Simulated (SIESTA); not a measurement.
# SnSe under changes of volume

One of the cells (50.458 Å³/atom); the others are scaled copies at fixed shape and fractional positions:

```xyz
4
Lattice="4.2853 0.0000 0.0000 0.0000 4.2853 0.0000 0.0000 0.0000 10.9907" Properties=species:S:1:pos:R:3 pbc="T T T"
Sn    0.0000    2.1427    6.8996
Sn    2.1427    0.0000    4.0911
Se    0.0000    2.1427    4.2200
Se    2.1427    0.0000    6.7707
```

| Item | Value |
| --- | --- |
| Program | SIESTA 5.4.2 |
| Functional | LDA |
| Potentials or basis | PseudoDojo 0.4 standard (LDA files) |
| Basis | DZP (energy shift 0.003 Ry; two zetas on semicore shells) |
| Grid cutoff | 500 Ry |
| Energy shift | 0.003 Ry |
| k mesh | 6 × 6 × 3 |
| Occupations | fermi-dirac, width 0.05 eV |
| Spin | no spin polarisation |

| volume (Å³/atom) | energy over the lowest point (meV/atom) | gap on the mesh (eV) | largest force (eV/Å) |
| --- | --- | --- | --- |
| 47.431 | 11.39 | 1.48 | 0.691 |
| 48.440 | 3.47 | 1.51 | 0.514 |
| 49.449 | 0.00 | 1.53 | 0.377 |
| 50.458 | ? | ? | ? |
| 51.468 | 4.81 | 1.57 | 0.142 |
| 52.477 | 12.35 | 1.58 | 0.081 |
| 53.486 | 22.74 | 1.59 | 0.206 |

What does the run at 50.458 Å³/atom give?

Energy over the lowest point 0.64 meV/atom; gap on the mesh 1.55 eV; largest force 0.256 eV/Å.

Worked out: A Birch-Murnaghan fit of order 3 (a polynomial in V^(-2/3)) to the other rows has its minimum at 49.79 Å³/atom with B0 = V·E''(V) = 30 GPa and B' = 4.3 at fixed shape and positions, which overstates the stiffness. It gives 0.60 meV/atom at 50.458 Å³/atom, against the run's 0.64. A straight line through the other rows of the gap, of slope 0.912 eV per unit of ln V (its deformation potential), gives 1.54 eV, against the run's 1.55.

Energies are extrapolated to zero smearing.

Caveats: spin-orbit coupling is left out, which moves the levels of the heavy elements; the basis of atomic orbitals isn't converged, which shifts pressures, moduli and gaps.

A mesh can miss the band edges.
